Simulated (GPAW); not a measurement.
Runs of GPAW 26.7.0 on Pd. The structure is cubic, space group Im-3m (No. 229). The conventional cell has a = 3.145 Å, b = 3.145 Å, c = 3.145 Å, α = 90.00°, β = 90.00°, γ = 90.00°. Pd (site symmetry m-3m) has 8 Pd at 2.72 Å as nearest neighbours. This isn't the form of Pd at room conditions, which is fcc.

| level | gap on the mesh (eV) | pressure (GPa) | relaxed volume (Å³/atom) |
| --- | --- | --- | --- |
| PBEsol | none | 0.0 | 14.70 |
| PBEsol+D3(BJ) | none | 0.0 | (a) |
| PBEsol+D3 | none | 0.0 | 14.28 |
| PBEsol+D3(BJ)+ATM | none | 0.0 | 14.34 |
| PBEsol+D4 | none | 0.0 | (b) |

Alike in all rows: task relaxation of cell and atoms; potentials or basis PAW data sets generated in the run's folder for this functional, pw; no spin polarisation; cell relaxed; k mesh 12 × 12 × 12; cutoff (eV) 600; smearing fermi-dirac 0.05 eV.

Question: Estimate the missing entries.

Answer: (a) 14.21; (b) 14.49.

Caveats: later steps reuse the first step's grids; pairwise dispersion overbinds metals, which lowers pressure and volume (some runs).

A k mesh can miss the band edges, and the runs leave out spin-orbit coupling on Pd.

A gap of «none» marks a metal or a gap under the smearing width.
